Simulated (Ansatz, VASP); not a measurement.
**Two plane-wave programs on As**

```
As
1.0
     2.70368    0.00000    0.00000
     0.00000    2.70368    0.00000
     0.00000    0.00000    2.70368
As
1
Direct
  0.50000 0.50000 0.50000
```

This isn't the form of As at room conditions, which is rhombohedral.

Alike in both runs: task relaxation of cell and atoms; functional PBE; k mesh 10 × 10 × 10; occupations fermi-dirac, width 0.05 eV; no spin polarisation.

|  | VASP | Ansatz |
| --- | --- | --- |
| version | VASP 6.6.1 | Ansatz 0.2.0 |
| potentials or method | VASP PAW PBE potentials, release 64 (As) | Ansatz PAW |
| plane-wave cutoff (eV) | 600 | 420 |
| valence electrons in the cell | 5 | 15 |

```csv
,VASP,Ansatz,Ansatz less VASP
"gap on the k mesh at the Fermi level, each at its own relaxed structure (eV)",none,none,-
relaxed volume (Å³/atom),20.31,20.28,-0.032
relaxed cell length with the largest relative difference (Å),2.728,2.727,-0.0014
energy change over the relaxation (meV/atom),-4,-3,+0.6
```

A gap of «none» marks a metal or a gap that the smearing closes. The two sets of potentials don't hold the same shells in valence.

Caveats: the plane-wave basis is chosen anew once the cell has moved, so the energies of steps on either side of that aren't comparable (Ansatz).
